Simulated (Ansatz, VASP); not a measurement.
Two plane-wave programs on Ru

Contents of INCAR:

```
PREC     = Accurate       # precision mode
ENCUT    = 520            # plane-wave cutoff, eV
EDIFF    = 1E-7           # SCF threshold, eV
ISMEAR   = 0              # smearing method
SIGMA    = 0.15           # smearing width, eV
LREAL    = F              # projectors in reciprocal space
LASPH    = T              # aspherical terms in the spheres
NELM     = 80             # most SCF steps
ALGO     = Fast           # electronic algorithm
ISIF     = 2              # what is computed and relaxed
LWAVE    = F              # write WAVECAR
LCHARG   = F              # write CHGCAR
GGA      = PS             # functional
NBANDS   = 21             # bands
```

File KPOINTS:

```
regular mesh
0
Gamma
  21 21 12
```

File POSCAR:

```
Ru
1.0
    2.6877794024      0.0000000000      0.0000000000
   -1.3438897012      2.3276852422      0.0000000000
    0.0000000000      0.0000000000      4.5307897386
Ru
2
Direct
    0.3333333333      0.6666666667      0.2500000000
    0.6666666667      0.3333333333      0.7500000000
```

Input for Ansatz:

```yaml
crystal:
  lattice:
    - [2.6877794024, 0.0, 0.0]
    - [-1.3438897012, 2.3276852422, 0.0]
    - [0.0, 0.0, 4.5307897386]
  atoms:
    - { symbol: Ru, position: [0.3333333333, 0.6666666667, 0.25] }
    - { symbol: Ru, position: [0.6666666667, 0.3333333333, 0.75] }
basis:
  ecutwfc: 420
kpoints:
  mp_grid: { grid: [21, 21, 12] }
hamiltonian:
  xc: pbesol
  pseudopotentials: { kind: paw, azcp: { folder: soft_1 } }
scf:
  occupations: { method: gaussian, width: 0.15 }
output:
  forces: true
  stress: true
  eigenvalues: true
```

Alike in both runs: task single point; functional PBEsol; k mesh 21 × 21 × 12; occupations gaussian, width 0.15 eV; no spin polarisation.

|  | VASP | Ansatz |
| --- | --- | --- |
| version | VASP 6.6.1 | Ansatz 0.2.0 |
| potentials or method | VASP PAW PBE potentials, release 64 (Ru_pv) | scalar-relativistic, plane waves, PAW |
| plane-wave cutoff (eV) | 520 | 420 |
| valence electrons in the cell | 28 | 32 |

VASP gave:

* gap on the k mesh at the Fermi level (eV): none
* pressure (GPa): -17.9
* largest component of the traceless stress (GPa): 18.04

Problem. What did Ansatz give for the same quantities?

Solution. gap on the k mesh at the Fermi level (eV): none; pressure (GPa): -17.8; largest component of the traceless stress (GPa): 18.07.

A gap of «none» marks a metal or a gap that the smearing closes. The two sets of potentials don't hold the same shells in valence. Ansatz warned: «pseudo_functional_mismatch».

Caveats: so large a pressure means that the cell lies far from this level's equilibrium, or that cutoff or potentials fall short (VASP); the potentials were made for another functional, which shifts forces and pressure (VASP).
